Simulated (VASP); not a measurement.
# Ru in VASP: relaxation of the atoms with PBE

Aim: the relaxation of the atoms of Ru with PBE.

Everything below comes from runs of VASP 6.6.1. Logs are shortened: lines on timing, memory, paths and dates and some standing lists are left out, and cuts for length are marked.

## Step 1: Starting point

The cell holds a slab with vacuum, 6 atoms: a = 2.719 Å, b = 2.719 Å, c = 32.303 Å, α = 90.00°, β = 90.00°, γ = 120.00°.

The cell was built by a generator and needn't be a form met in nature.

## Step 2: Relaxation of the atoms, PBE

INCAR

```
PREC     = Accurate       # precision mode
ENCUT    = 520            # plane-wave cutoff, eV
EDIFF    = 1E-6           # SCF threshold, eV
ISMEAR   = 1              # smearing method
SIGMA    = 0.1            # smearing width, eV
LREAL    = F              # projectors in reciprocal space
LASPH    = T              # aspherical terms in the spheres
NELM     = 120            # most SCF steps
ALGO     = Normal         # electronic algorithm
ISIF     = 2              # what is computed and relaxed
LWAVE    = F              # write WAVECAR
LCHARG   = F              # write CHGCAR
LDIPOL   = T            
IDIPOL   = 3            
DIPOL    = 0.5 0.5 0.500
GGA      = PE             # functional
IBRION   = 2              # ionic algorithm
NSW      = 90             # ionic steps
EDIFFG   = -0.02          # ionic threshold
KPAR     = 2
```

KPOINTS

```
Automatic mesh
0
Gamma
  14 14 1
```

POSCAR

```
Ru
1.0
    2.7193470000      0.0000000000      0.0000000000
   -1.3596735000      2.3550235400      0.0000000000
    0.0000000000      0.0000000000     32.3027873700
Ru
6
Selective dynamics
Direct
    0.3333330000      0.6666670000      0.3337463100  F F F
    0.6666670000      0.3333330000      0.4002477900  T T T
    0.3333330000      0.6666670000      0.4667492600  T T T
    0.6666670000      0.3333330000      0.5332507400  T T T
    0.3333330000      0.6666670000      0.5997522100  T T T
    0.6666670000      0.3333330000      0.6662536900  T T T
```

Potentials or basis: VASP PAW PBE potentials, release 64 (Ru_pv).

The run is started by

```sh
> cat potpaw_PBE.64/Ru_pv/POTCAR > POTCAR
> mpirun -np 2 vasp_std > vasp.out
```

OUTCAR:

```text
PREC = Accurate
   ENCUT = 520
   EDIFF = 1E-6
   ISMEAR = 1
   LREAL = F
   LASPH = T
   NELM = 120
   ISIF = 2
   GGA = PE
   IBRION = 2
   NSW = 90
   EDIFFG = -0.02

 ion  position               nearest neighbor table
   1  0.333  0.667  0.334-   2 2.66   2 2.66   2 2.66
   2  0.667  0.333  0.400-   3 2.66   3 2.66   1 2.66   1 2.66   3 2.66   1 2.66
   3  0.333  0.667  0.467-   2 2.66   2 2.66   4 2.66   4 2.66   2 2.66   4 2.66
   4  0.667  0.333  0.533-   5 2.66   5 2.66   3 2.66   3 2.66   5 2.66   3 2.66
   5  0.333  0.667  0.600-   4 2.66   4 2.66   6 2.66   6 2.66   4 2.66   6 2.66
   6  0.667  0.333  0.666-   5 2.66   5 2.66   5 2.66

  LATTYP: Found a hexagonal cell.
 ALAT       =     2.7193470000
 C/A-ratio  =    11.8788765722

  Lattice vectors:

 A1 = (   2.7193470000,   0.0000000000,   0.0000000000)
 A2 = (  -1.3596735000,   2.3550235400,   0.0000000000)
 A3 = (   0.0000000000,   0.0000000000,  32.3027873700)

Analysis of symmetry for initial positions (statically):
=====================================================================
 Subroutine PRICEL returns:
 Original cell was already a primitive cell.

 Routine SETGRP: Setting up the symmetry group for a
 hexagonal supercell.

 Subroutine GETGRP returns: Found 12 space group operations
 (whereof 12 operations were pure point group operations)
 out of a pool of 24 trial point group operations.

The static configuration has the point symmetry D_3d.

Analysis of symmetry for dynamics (positions and initial velocities):
=====================================================================
 Subroutine PRICEL returns:
 Original cell was already a primitive cell.

 Routine SETGRP: Setting up the symmetry group for a
 hexagonal supercell.

 Subroutine GETGRP returns: Found 12 space group operations
 (whereof 12 operations were pure point group operations)
 out of a pool of 24 trial point group operations.

The dynamic configuration has the point symmetry D_3d.

Analysis of constrained symmetry for selective dynamics:
=====================================================================
 Subroutine PRICEL returns:
 Original cell was already a primitive cell.

 Routine SETGRP: Setting up the symmetry group for a
 hexagonal supercell.

 Subroutine GETGRP returns: Found  6 space group operations
 (whereof  6 operations were pure point group operations)
 out of a pool of 24 trial point group operations.

The constrained configuration has the point symmetry C_3v.

 Subroutine INISYM returns: Found  6 space group operations
 (whereof  6 operations are pure point group operations),
 and found     1 'primitive' translations

----------------------------------------------------------------------------------------

                                     Primitive cell

  volume of cell :     206.8711

  direct lattice vectors                    reciprocal lattice vectors
     2.719347000  0.000000000  0.000000000     0.367735342  0.212312103  0.000000000
    -1.359673500  2.355023540  0.000000000     0.000000000  0.424624206  0.000000000
     0.000000000  0.000000000 32.302787370     0.000000000  0.000000000  0.030957081

  length of vectors
     2.719347000  2.719346962 32.302787370     0.424624200  0.424624206  0.030957081

  position of ions in fractional coordinates (direct lattice)
     0.333333000  0.666667000  0.333746310
     0.666667000  0.333333000  0.400247790
     0.333333000  0.666667000  0.466749260
     0.666667000  0.333333000  0.533250740
     0.333333000  0.666667000  0.599752210
     0.666667000  0.333333000  0.666253690

  ion indices of the primitive-cell ions
   primitive index   ion index
                 1           1
                 2           2
                 3           3
                 4           4
[... 31 lines left out ...]
  0.000000  0.000000  0.000000      1.000000
  0.071429 -0.000000  0.000000      6.000000
  0.142857  0.000000  0.000000      6.000000
  0.214286  0.000000  0.000000      6.000000
  0.285714  0.000000  0.000000      6.000000
  0.357143  0.000000  0.000000      6.000000
[... 16 lines left out ...]
  0.285714  0.285714  0.000000      6.000000
  0.357143  0.285714  0.000000      6.000000
   k-points           NKPTS =     24   k-points in BZ     NKDIM =     24   number of bands    NBANDS=     50
   number of dos      NEDOS =    301   number of ions     NIONS =      6
   total plane-waves  NPLWV =  96000
   dimension x,y,z NGX =    20 NGY =   20 NGZ =  240
   dimension x,y,z NGXF=    40 NGYF=   40 NGZF=  480
   ions per type =               6
   NGX,Y,Z   is equivalent  to a cutoff of  12.23, 12.23, 12.35 a.u.
   NGXF,Y,Z  is equivalent  to a cutoff of  24.45, 24.45, 24.70 a.u.
 SYSTEM =  unknown system
   PREC   = accura    normal or accurate (medium, high low for compatibility)
   ISTART =      0    job   : 0-new  1-cont  2-samecut
   ICHARG =      2    charge: 1-file 2-atom 10-const
   ISPIN  =      1    spin polarized calculation?
   LNONCOLLINEAR =      F non collinear calculations
   LSORBIT =      F    spin-orbit coupling
   LASPH  =      T    aspherical Exc in radial PAW
   ENCUT  =  520.0 eV  38.22 Ry    6.18 a.u.   5.06  5.06 60.06*2*pi/ulx,y,z
   NELM   =    120;   NELMIN=  2; NELMDL= -5     # of ELM steps
   EDIFF  = 0.1E-05   stopping-criterion for ELM
   LREAL  =      F    real-space projection
   EDIFFG = -.2E-01   stopping-criterion for IOM
   NSW    =     90    number of steps for IOM
   IBRION =      2    ionic relax: 0-MD 1-quasi-New 2-CG
   NFREE  =      1    steps in history (QN), initial steepest desc. (CG)
   ISIF   =      2    stress and relaxation
   ISYM   =      2    0-nonsym 1-usesym 2-fastsym
   POTIM  = 0.5000    time-step for ionic-motion
   TEBEG  =    0.0;   TEEND  =   0.0 temperature during run
   PSTRESS=    0.0 pullay stress
   NELECT =      84.0000    total number of electrons
   NUPDOWN=      -1.0000    fix difference up-down
   EMIN   =  10.00;   EMAX   =-10.00  energy-range for DOS
   EFERMI =   0.00;   METHOD = LEGACY
   ISMEAR =     1;   SIGMA  =   0.10  broadening in eV -4-tet -1-fermi 0-gaus
   EFERMI_NEDOS =   21; number of points for ismear=-14 and -15
   IALGO  =     38    algorithm
   IMIX   =      4    mixing-type and parameters
     AMIX     =   0.40;   BMIX     =  1.00
     AMIX_MAG =   1.60;   BMIX_MAG =  1.00
  volume/ion in A,a.u.               =      34.48       232.67
  Fermi-wavevector in a.u.,A,eV,Ry     =   1.212275  2.290868 19.995281  1.469612
  Thomas-Fermi vector in A             =   2.347765
   LORBIT       =      0    0 simple, 1 ext, 2 COOP (PROOUT), +10 PAW based schemes
   GGA     = PE    functional components
   LHFCALC =     F    Hartree Fock is set to
   AEXX    =    0.0000 exact exchange contribution
   IVDW    =     0    specifies the selected vdW correction
   LEPSILON=     F    determine dielectric tensor
   LRPA    =     F    only Hartree local field effects (RPA)
 conjugate gradient relaxation of ions
 non-spin polarized calculation
 Methfessel and Paxton  Order N= 1 SIGMA  =   0.10
  energy-cutoff  :      520.00
  volume of cell :      206.87
 maximum number of plane-waves:      5615
   NGX = 11   NGY = 11   NGZ =121

--------------------------------------- Ionic step        1  -------------------------------------------

 number of electron      84.0000035 magnetization

 Free energy of the ion-electron system (eV)
  ---------------------------------------------------
  ext. energy  EPLUGINS =         0.00000000
  ---------------------------------------------------
  free energy    TOTEN  =       -53.22766027 eV

  energy without entropy =      -53.22255632  energy(sigma->0) =      -53.22595896

------------------------ aborting loop because EDIFF is reached ----------------------------------------

  FORCE on cell =-STRESS in cart. coord.  units (eV):
  Direction    XX          YY          ZZ          XY          YZ          ZX
  --------------------------------------------------------------------------------------
  -------------------------------------------------------------------------------------
  Total       -3.5656024     -3.5656022     -3.5442884      0.0000000      0.0000000      0.0000000
  in kB      -27.6149086    -27.6149076    -27.4498361      0.0000000      0.0000000      0.0000000
  external PRESSURE =     -27.5598841 kB  Pullay stress =       0.0000000 kB
[... 101 lines left out ...]
  FREE ENERGIE OF THE ION-ELECTRON SYSTEM (eV)
  ---------------------------------------------------
  free  energy   TOTEN  =       -53.2893193878 eV

  energy  without entropy=      -53.2901789143  energy(sigma->0) =      -53.28960590

[... ionic steps 4 to 11 ...]

--------------------------------------- Ionic step       12  -------------------------------------------

 number of electron      84.0000028 magnetization

------------------------ aborting loop because EDIFF is reached ----------------------------------------
[... 69 lines left out ...]
  FREE ENERGIE OF THE ION-ELECTRON SYSTEM (eV)
  ---------------------------------------------------
  free  energy   TOTEN  =       -53.3101663577 eV

  energy  without entropy=      -53.3134201288  energy(sigma->0) =      -53.31125095

 dipolmoment           0.000000      0.000000      0.002755 electrons x Angstroem

--------------------------------------- Ionic step       14  -------------------------------------------

 number of electron      84.0000024 magnetization

 dipolmoment           0.000000      0.000000     -0.000198 electrons x Angstroem

 Free energy of the ion-electron system (eV)
  ---------------------------------------------------
  ext. energy  EPLUGINS =         0.00000000
  ---------------------------------------------------
  free energy    TOTEN  =       -53.31031312 eV

  energy without entropy =      -53.31362711  energy(sigma->0) =      -53.31141778

 E-fermi :   2.0703     XC(G=0):  -6.2142

 val. band max:        2.0544462662   @ k =   0.2143   0.1429   0.0000
 cond. band min:       2.0777350881   @ k =   0.2857   0.0714   0.0000
 fundamental gap:      0.0232888219
 Fermi energy:         2.0703147432

 k-point     1 :       0.0000    0.0000    0.0000
  band No.  band energies     occupation
      1     -41.5904      2.00000
      2     -41.5006      2.00000
      3     -41.0947      2.00000
      4     -40.8120      2.00000
      5     -40.8120      2.00000
      6     -40.8091      2.00000
[... 1261 lines left out ...]
     49       8.5748      0.00000
     50       9.0747      0.00000

------------------------ aborting loop because EDIFF is reached ----------------------------------------

 vacuum level on the upper side and lower side of the slab       (xc-potential included)        -0.152        -0.157

  FORCE on cell =-STRESS in cart. coord.  units (eV):
  Direction    XX          YY          ZZ          XY          YZ          ZX
  --------------------------------------------------------------------------------------
  -------------------------------------------------------------------------------------
  Total       -2.3305123     -2.3305122     -0.1480855     -0.0000000     -0.0000000      0.0000000
  in kB      -18.0493720    -18.0493713     -1.1468938     -0.0000000     -0.0000000      0.0000000
  external PRESSURE =     -12.4152124 kB  Pullay stress =       0.0000000 kB
[... 21 lines left out ...]
  FREE ENERGIE OF THE ION-ELECTRON SYSTEM (eV)
  ---------------------------------------------------
  free  energy   TOTEN  =       -53.3103131211 eV

  energy  without entropy=      -53.3136271083  energy(sigma->0) =      -53.31141778

 reached required accuracy - stopping structural energy minimisation

 vacuum level on the upper side and lower side of the slab         6.951         6.946
```

Wall time 30 min (2 MPI ranks of Intel Xeon Platinum 8559C (Emerald Rapids), shared host); peak memory 0.39 GiB.

Results:

- Free energy: -53.3103 eV
- Energy gained by relaxing: 13.8 meV/atom
- Ionic steps: 14
- Band gap on the k mesh: none (metal or under the smearing width)

The path:
| step | energy change (eV) | largest force (eV/Å) | pressure (GPa) |
| --- | --- | --- | --- |
| 1 | 0.0000 | 0.8254 | -2.76 |
| 2 | -0.0592 | 0.5734 | -2.37 |
| 3 | -0.0617 | 0.5016 | -2.24 |
| 4 | -0.0672 | 0.3981 | -2.22 |
| 5 | -0.0677 | 0.3556 | -2.20 |
| 6 | -0.0698 | 0.3102 | -2.16 |
| 7 | -0.0740 | 0.1688 | -2.01 |
| 8 | -0.0733 | 0.2397 | -1.70 |
| 9 | -0.0752 | 0.1735 | -1.88 |
| 10 | -0.0771 | 0.1156 | -1.81 |
| 11 | -0.0800 | 0.1959 | -1.60 |
| 12 | -0.0822 | 0.0727 | -1.40 |
| 13 | -0.0825 | 0.0486 | -1.29 |
| 14 | -0.0827 | 0.0176 | -1.24 |

Final structure:
```
Ru
1.0
     2.71935    0.00000    0.00000
    -1.35967    2.35502    0.00000
     0.00000    0.00000   32.30279
Ru
6
Direct
  0.33333 0.66667 0.33375
  0.66667 0.33333 0.39755
  0.33333 0.66667 0.46400
  0.66667 0.33333 0.53149
  0.33333 0.66667 0.59790
  0.66667 0.33333 0.66166
```

Levels at points of the mesh, in eV from the Fermi level:
```csv
k point,band 39,band 40,band 41,band 42,band 43,band 44
"(0.00, 0.00, 0.00)",-1.98,-1.98,-1.10,-1.10,-0.82,-0.55
"(0.50, 0.00, 0.00)",0.68,0.82,1.14,1.32,1.33,1.56
```
